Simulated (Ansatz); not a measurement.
Level of theory: DFT PBE+D3(BJ), scalar-relativistic, plane waves, PAW in Ansatz. Settings: cutoff 420 eV, Γ-centred meshes spaced at most about 0.3 Å⁻¹ (2π included), Gaussian smearing. No spin polarisation.

Temperature and zero-point effects are left out. Both are relaxed sheets, periodic along a and b.

Two forms of P were relaxed alike.

A.

```xyz
4
Lattice="3.2507 0.0000 0.0000 -1.6253 2.8152 0.0000 0.0000 0.0000 36.5048" Properties=species:S:1:pos:R:3 pbc="T T F"
P     1.6254    0.9384    8.0651
P     0.0000    1.8768    6.8191
P     1.6254    0.9384   11.9349
P     0.0000    0.0000   13.1809
```

B.

```xyz
4
Lattice="3.2568 0.0000 0.0000 -1.6284 2.8205 0.0000 0.0000 0.0000 34.6378" Properties=species:S:1:pos:R:3 pbc="T T F"
P     1.6284    0.9402    8.3337
P     0.0000    1.8803    7.0906
P     0.0000    0.0000   11.6663
P     0.0000    1.8803   12.9093
```

Question: Which form is favoured at zero pressure, and by what margin per atom?

Answer: B is lower, by 11 meV/atom. A has layer group p-3m1 (No. 72), 2.3 Å²/atom and a gap of 1.51 eV on its mesh; B has layer group p-3m1 (No. 72), 2.3 Å²/atom and a gap of 1.21 eV. In A, P at height 1.25 Å has 3 P at 2.25 Å; P at height 0.00 Å has 3 P at 2.25 Å. In B, P at height 1.24 Å has 3 P at 2.25 Å; P at height 0.00 Å has 3 P at 2.25 Å. Both come from invented guesses. Shaken at random and relaxed again, B came back. Checks on B: no imaginary mode on a 3×3×1 q mesh.

Kohn–Sham gaps at this level usually fall short of measured ones. Cells without such a test can be saddle points.
